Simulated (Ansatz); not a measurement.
# TaN: molecular dynamics, part 2 of 2

The plan is to heat the crystal hard, then quench it. Runs: 170 steps of 1 fs under a Langevin thermostat at 2000 K; 229 steps of 1 fs under a Langevin thermostat, set from 1600 K to 300 K by a schedule. The start is the crystal (P-6m2), its volume scaled by 1.1.

Ansatz 0.2.0; DFT PBEsol, plane waves, PAW, scalar-relativistic, no spin polarisation. Earlier steps stand in the parts before.

## 8. Frames and traces

The trajectory, every 17 steps (energies from step 0); msd is the mean square displacement from the start, the centre of mass held:

| time (fs) | T (K) | potential energy change (meV/atom) | msd N (Å²) | msd Ta (Å²) |
| --- | --- | --- | --- | --- |
| 0.0 | 1500 | 0.0 | 0.000 | 0.000 |
| 17.0 | 1542 | 60.2 | 0.058 | 0.005 |
| 34.0 | 1613 | 43.3 | 0.109 | 0.016 |
| 51.0 | 1449 | 75.5 | 0.121 | 0.025 |
| 68.0 | 1921 | -51.0 | 0.057 | 0.038 |
| 85.0 | 1389 | -48.3 | 0.031 | 0.048 |
| 102.0 | 1116 | -37.5 | 0.041 | 0.055 |
| 119.0 | 1061 | -39.1 | 0.065 | 0.059 |
| 136.0 | 987 | -45.7 | 0.075 | 0.054 |
| 153.0 | 878 | -58.1 | 0.063 | 0.045 |
| 170.0 | 752 | -99.9 | 0.042 | 0.034 |
| 187.0 | 531 | -124.4 | 0.050 | 0.026 |
| 204.0 | 536 | -139.0 | 0.049 | 0.021 |
| 221.0 | 401 | -143.6 | 0.046 | 0.020 |
| 229.0 | 394 | -148.9 | 0.045 | 0.019 |

time (fs), T (K) and a bar:
```
      0.0       1500 #######################
     10.0       1541 ########################
     20.0       1651 ##########################
     30.0       1282 ##################
     40.0       1738 ############################
     50.0       1622 #########################
     60.0       1706 ###########################
     70.0       1858 ##############################
     80.0       1302 ###################
     90.0       1464 ######################
    100.0       1212 #################
    110.0        997 ############
    119.0       1061 ##############
    129.0       1090 ##############
    139.0        887 ##########
    149.0        824 #########
    159.0        812 #########
    169.0        759 ########
    179.0        718 #######
    189.0        491 ##
    199.0        507 ##
    209.0        466 ##
    219.0        389 
    229.0        394
```

Pair distribution over the second half of the run:

| r (Å) | g Ta–N |
| --- | --- |
| 0.68 | 0.00 |
| 0.84 | 0.00 |
| 1.00 | 0.00 |
| 1.16 | 0.00 |
| 1.32 | 0.00 |
| 1.48 | 0.00 |
| 1.64 | 0.00 |
| 1.80 | 0.00 |
| 1.96 | 0.13 |
| 2.12 | 2.40 |
| 2.28 | 7.42 |
| 2.44 | 3.22 |

Maxima of the velocity power spectrum (cm⁻¹, relative height; resolution about 290 cm⁻¹): 180 (90), 470 (100).

## 9. Frames from the trajectory

Extended XYZ, with forces in eV/Å:

```xyz
16
Lattice="-3.033 -5.253 0.000 4.549 -2.627 0.000 0.000 0.000 5.952" Properties=species:S:1:pos:R:3:forces:R:3 pbc="T T T" time_fs=38.0 T=1774 dE=0.3326
Ta   -0.013   -3.644    1.873    0.561    1.520   -2.605
N    -0.031   -5.198    0.151    0.486   -0.492    0.378
Ta    0.086   -3.353    4.831   -0.691   -2.770   -1.959
N    -0.046   -5.254    3.211    0.488    0.017   -0.286
Ta    2.949   -3.595    1.654    0.503    0.589    1.053
N    -1.513   -2.682    0.100   -0.123    0.666    1.186
Ta    2.993   -3.498    4.780    0.791    0.399   -2.463
N    -1.457   -2.642    3.070   -1.120   -0.035    1.327
Ta    1.289   -0.743    1.774    4.479   -3.539   -2.355
N     1.585   -2.778    0.290   -1.145    1.069   -0.239
Ta    1.562   -0.796    4.552    0.150   -0.714    3.205
N     1.522   -2.707    3.269   -0.374    0.708   -0.175
Ta    1.569   -6.169    1.596   -1.921    1.074    0.301
N     0.099   -0.124    0.194   -1.395    1.382   -0.810
Ta    1.592   -6.094    4.618   -1.380   -0.214    0.047
N    -0.206    0.039    2.846    0.690    0.339    3.394
16
Lattice="-3.033 -5.253 0.000 4.549 -2.627 0.000 0.000 0.000 5.952" Properties=species:S:1:pos:R:3:forces:R:3 pbc="T T T" time_fs=76.0 T=1342 dE=-0.7531
Ta    0.095   -3.448    1.802   -2.354   -0.963   -1.094
N     0.018   -5.247    0.206    0.163    0.526   -0.296
Ta   -0.044   -3.390    4.777    1.932   -1.579   -1.478
N     0.005   -5.271    3.042    0.297   -0.237    0.953
Ta    2.906   -3.521    1.796    2.310    1.069   -0.868
N    -1.471   -2.565    0.111   -0.915   -0.006    1.616
Ta    3.092   -3.519    4.739   -0.563    1.731   -1.300
N    -1.587   -2.612    3.238    1.427    0.338   -0.802
Ta    1.499   -0.889    1.642    0.325    3.098    3.079
N     1.407   -2.378    0.368    0.634   -3.447   -2.088
Ta    1.638   -0.868    4.698   -1.643    0.827   -1.132
N     1.468   -2.675    3.272    0.620    0.762   -0.032
Ta    1.575   -6.110    1.520   -1.379   -0.127    2.929
N    -0.083    0.136    0.115    1.213   -1.075    0.782
Ta    1.622   -6.126    4.580   -2.370    0.079    0.715
N     0.007    0.072    3.249    0.302   -0.994   -0.984
16
Lattice="-3.033 -5.253 0.000 4.549 -2.627 0.000 0.000 0.000 5.952" Properties=species:S:1:pos:R:3:forces:R:3 pbc="T T T" time_fs=114.0 T=923 dE=-0.4982
Ta    0.031   -3.341    1.722   -0.224   -1.466   -0.175
N     0.094   -5.204    0.353   -1.423   -0.023   -1.597
Ta   -0.094   -3.497    4.666    2.327    0.407    0.809
N     0.161   -5.256    3.269   -1.263    0.548   -0.697
Ta    2.998   -3.359    1.866    1.939   -1.742   -3.788
N    -1.568   -2.547    0.342    1.308   -0.249   -1.542
Ta    3.051   -3.426    4.678    0.942   -0.882    0.935
N    -1.407   -2.405    3.204   -0.564   -1.726    0.185
Ta    1.643   -0.941    1.783   -1.393    3.333   -1.522
N     1.651   -2.804    0.094   -1.982    2.460    1.703
Ta    1.600   -0.881    4.704   -0.690    0.414    0.371
N     1.533   -2.484    3.228    0.140   -1.036    0.294
Ta    1.528   -6.013    1.564    0.884   -1.345    3.863
N    -0.001   -0.001    0.131    0.401    0.269    0.455
Ta    1.580   -6.175    4.670   -0.440    1.301   -0.211
N     0.064    0.120    3.113    0.040   -0.263    0.917
16
Lattice="-3.033 -5.253 0.000 4.549 -2.627 0.000 0.000 0.000 5.952" Properties=species:S:1:pos:R:3:forces:R:3 pbc="T T T" time_fs=153.0 T=878 dE=-0.9298
Ta   -0.048   -3.331    1.667    0.440   -1.194    0.233
N    -0.167   -5.124   -0.017    2.398   -0.589    3.010
Ta    0.030   -3.534    4.659   -1.266    2.362   -0.638
N     0.010   -5.127    3.149    0.111   -0.916    0.214
Ta    3.045   -3.375    1.812   -0.418   -0.759   -2.573
N    -1.490   -2.537    0.049   -0.375   -0.187    1.372
Ta    2.983   -3.415    4.619    0.714   -0.945    2.073
N    -1.577   -2.738    3.174    0.554    1.446   -0.091
Ta    1.654   -0.858    1.774   -2.669    1.796   -0.570
N     1.490   -2.371    0.370    0.322   -1.966   -1.508
Ta    1.524   -0.768    4.721   -1.453   -1.593   -0.920
N     1.402   -2.569    3.201    1.313    0.088   -0.020
Ta    1.519   -6.051    1.708    0.458   -0.222   -0.543
N    -0.051    0.115    0.194    0.158   -0.359    0.251
Ta    1.541   -6.183    4.682   -0.694    2.219   -0.364
N    -0.031   -0.038    3.222    0.408    0.820    0.076
16
Lattice="-3.033 -5.253 0.000 4.549 -2.627 0.000 0.000 0.000 5.952" Properties=species:S:1:pos:R:3:forces:R:3 pbc="T T T" time_fs=191.0 T=495 dE=-2.0854
Ta   -0.064   -3.370    1.659    2.126   -0.924    1.219
N     0.153   -5.221    0.412   -1.579    0.595   -1.669
Ta    0.129   -3.459    4.682   -2.216    0.110   -0.222
N     0.042   -5.310    3.274   -0.347    1.248   -0.239
Ta    3.086   -3.447    1.693   -0.830    0.770   -0.004
N    -1.499   -2.530    0.290   -0.034   -0.240   -0.681
Ta    2.995   -3.389    4.627    1.193   -0.890    1.134
N    -1.472   -2.500    3.189   -0.215   -0.469    0.008
Ta    1.572   -0.749    1.741   -0.485   -0.831   -0.296
N     1.510   -2.649    0.137    0.397    1.084    0.758
Ta    1.462   -0.793    4.691    1.228   -0.588    0.209
N     1.531   -2.587    3.232   -0.224    0.453   -0.465
Ta    1.530   -6.034    1.771    0.463   -0.355   -0.416
N     0.012    0.058    0.278    0.216    0.271   -0.528
Ta    1.547   -6.081    4.707   -0.006    0.314    0.500
N    -0.008    0.122    3.161    0.313   -0.547    0.691
16
Lattice="-3.033 -5.253 0.000 4.549 -2.627 0.000 0.000 0.000 5.952" Properties=species:S:1:pos:R:3:forces:R:3 pbc="T T T" time_fs=229.0 T=394 dE=-2.3824
Ta   -0.001   -3.417    1.717    0.174    0.153    0.047
N    -0.118   -5.140    0.137    1.234    0.175    1.091
Ta    0.079   -3.394    4.726   -1.347    0.068   -1.035
N    -0.006   -5.043    3.267    0.321   -1.176   -0.511
Ta    3.057   -3.449    1.617   -0.846    0.765    1.605
N    -1.550   -2.557    0.192    0.502    0.301    0.421
Ta    3.073   -3.400    4.646   -0.474    0.041   -0.222
N    -1.498   -2.540    3.140    0.035    0.127    0.393
Ta    1.485   -0.730    1.694    0.782   -1.164    0.504
N     1.519   -2.491    0.244   -0.077   -0.435   -0.368
Ta    1.511   -0.776    4.718    0.256    0.310   -1.258
N     1.505   -2.504    3.120    0.479   -0.193    0.594
Ta    1.537   -6.083    1.772   -0.477    1.018   -0.893
N    -0.067    0.115    0.123    0.722   -0.146    1.038
Ta    1.552   -5.983    4.727   -0.783   -0.631   -0.963
N     0.056    0.031    3.226   -0.502    0.787   -0.443
```

Reading of run 2. Under a schedule from 1600 to 300 K over 229 fs, the atoms average 406 K over the last tenth of the run. Such a rate, of order 10^16 K/s, is far beyond any furnace or quench, and the atoms lag the set-point. Counted from the crystal's sites, with the common drift removed, the atoms stand 0.08 Å away over the last tenth of the run (root mean square), 4 % of the neighbour distance: under the 10 to 20 % at which crystals usually melt.

## 10. What came out

What follows sums up all 2 parts.

| quantity | value |
| --- | --- |
| run 1: length | 170 steps of 1 fs |
| run 1: temperature, first and last step | 1875 and 2137 K |
| run 1: temperature, second half | mean 1712 K, from 1349 to 2187 K |
| run 1: potential energy, second half | +180 meV/atom from this run's first step |
| run 1: mean square displacement, second half | N 0.040, Ta 0.017 Å² |
| run 2: length | 229 steps of 1 fs |
| run 2: temperature, first and last step | 1500 and 394 K |
| run 2: temperature, second half | mean 708 K, from 351 to 1141 K |
| run 2: potential energy, second half | -95 meV/atom from this run's first step |
| run 2: mean square displacement, second half | N 0.055, Ta 0.036 Å² |

Mean temperatures of the second halves: 1712 K, 708 K. In the last run: counted from the crystal's sites, with the common drift removed, the atoms stand 0.08 Å away over the last tenth of the run (root mean square), 4 % of the neighbour distance: under the 10 to 20 % at which crystals usually melt. A run of 229 fs with 16 atoms shows the motion but fixes no equilibrium value. Accuracy level and mesh were kept low to afford the steps.
